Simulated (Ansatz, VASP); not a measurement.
## BeS in VASP and in Ansatz

Contents of INCAR:

```
SYSTEM = BeS
ALGO     = Normal         ! electronic algorithm
EDIFF    = 1E-6           ! SCF threshold, eV
ENCUT    = 520            ! plane-wave cutoff, eV
GGA      = PE             ! functional
ISIF     = 2              ! what is computed and relaxed
ISMEAR   = 0              ! smearing method
LASPH    = .True.         ! aspherical terms in the spheres
LCHARG   = .False.        ! write CHGCAR
LREAL    = .False.        ! projectors in reciprocal space
LWAVE    = .False.        ! write WAVECAR
NBANDS   = 11             ! bands
NELM     = 100            ! most SCF steps
PREC     = Accurate       ! precision mode
SIGMA    = 0.05           ! smearing width, eV
```

Contents of KPOINTS:

```
k-points
0
Gamma
  12 12 12
  0 0 0
```

The input POSCAR:

```
BeS
1.0
    0.0000000000      2.4541892415      2.4541892415
    2.4541892415      0.0000000000      2.4541892415
    2.4541892415      2.4541892415      0.0000000000
Be S
1 1
Direct
    0.0000000000      0.0000000000      0.0000000000
    0.7500000000      0.7500000000      0.7500000000
```

Input for Ansatz:

```yaml
crystal:
  lattice:
    - [0.0, 2.4541892415, 2.4541892415]
    - [2.4541892415, 0.0, 2.4541892415]
    - [2.4541892415, 2.4541892415, 0.0]
  atoms:
    - { symbol: Be, position: [0.0, 0.0, 0.0] }
    - { symbol: S, position: [0.75, 0.75, 0.75] }
basis:
  ecutwfc: 420
  ecutrho_ratio: 4
kpoints:
  mp_grid: { grid: [12, 12, 12] }
hamiltonian:
  xc: pbe
scf:
  occupations: { method: gaussian, width: 0.05 }
output:
  forces: true
  stress: true
  eigenvalues: true
```

Alike in both runs: task single point; functional PBE; k mesh 12 × 12 × 12; occupations gaussian, width 0.05 eV; no spin polarisation.

|  | VASP | Ansatz |
| --- | --- | --- |
| version | VASP 6.6.1 | Ansatz 0.2.0 |
| potentials or method | VASP PAW PBE potentials, release 64 (Be, S) | scalar-relativistic, plane waves, PAW |
| plane-wave cutoff (eV) | 520 | 420 |
| valence electrons in the cell | 8 | 8 |

```tsv
	VASP	Ansatz	Ansatz less VASP
gap on the k mesh at the Fermi level (eV)	3.19	3.19	-0.001
least direct gap on the mesh (eV)	5.59	5.59	+0.002
pressure (GPa)	-1.8	-1.8	-0.01
```

A k mesh can miss the band edges.
